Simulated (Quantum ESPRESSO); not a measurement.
**TiAl and the effect of the dispersion correction**

The cell as given:

```cif
data_structure
_symmetry_space_group_name_H-M 'P 1'
_symmetry_Int_Tables_number 1
_cell_length_a 2.8373
_cell_length_b 2.8373
_cell_length_c 4.0591
_cell_angle_alpha 90.000
_cell_angle_beta 90.000
_cell_angle_gamma 90.000
_cell_volume 32.68
loop_
_atom_site_label
_atom_site_type_symbol
_atom_site_fract_x
_atom_site_fract_y
_atom_site_fract_z
_atom_site_occupancy
Ti1 Ti 0.00000 0.00000 0.00000 1
Al1 Al 0.50000 0.50000 0.50000 1
```

Kept alike: task relaxation of cell and atoms; functional PBEsol; k mesh 9 × 9 × 7; occupations fermi-dirac, width 0.05 eV; no spin polarisation. Program: Quantum ESPRESSO, GBRV 1.5 PBEsol, cutoff 612 eV. The mesh is that of the run's cell of 2 atoms. No spin-orbit coupling.

```csv
dispersion correction,volume (Å³/atom),first edge of the run's cell (Å),third edge of the run's cell (Å)
D3(zero),15.405,2.772,4.010
D3(BJ),15.238,2.763,3.992
none,15.765,2.794,4.039
rVV10,15.552,2.781,4.022
```

The relaxations keep at least the cell's symmetry (P4/mmm). For a metal such a mesh leaves the last digits unconverged. Relaxations stop with a little pressure left, so the last digits of a volume or edge aren't settled.

Question: What does the dispersion correction change here?

Answer: The volume runs from 15.238 (D3(BJ)) to 15.765 Å³/atom (none). Against no correction: D3(zero) -2.3 %; D3(BJ) -3.3 %; rVV10 -1.4 %. Dispersion terms mostly attract and so lower the volume; the schemes' coefficients and damping set how far. The first edge of the run's cell runs from 2.763 (D3(BJ)) to 2.794 Å (none). The third edge of the run's cell runs from 3.992 (D3(BJ)) to 4.039 Å (none).

Every dispersion scheme shrinks TiAl almost isotropically: both edges shorten by nearly the same fraction, so the tetragonal distortion of the ordered alloy barely changes. This fits a dense metal with no van der Waals gap. Cohesion comes from delocalised sp electrons and Ti 3d–Al 3p hybridisation in all directions, and the added attraction acts much like a uniform pressure. The distortion itself reflects the alternating Ti and Al layers along the third axis, not dispersion.

The uncorrected cell is already smaller than the measured one for γ-TiAl, as PBEsol tends to bind 3d metals somewhat too tightly, and each correction widens that gap, D3(BJ) the most. Probably the added terms partly double-count attraction that the functional already supplies at bonding distances, while atom-pairwise coefficients describe the screening by conduction electrons only poorly. The volumes therefore give no support for adding dispersion to PBEsol in this alloy, and the smaller shift with rVV10 is no evidence that it describes the metallic bonding correctly.
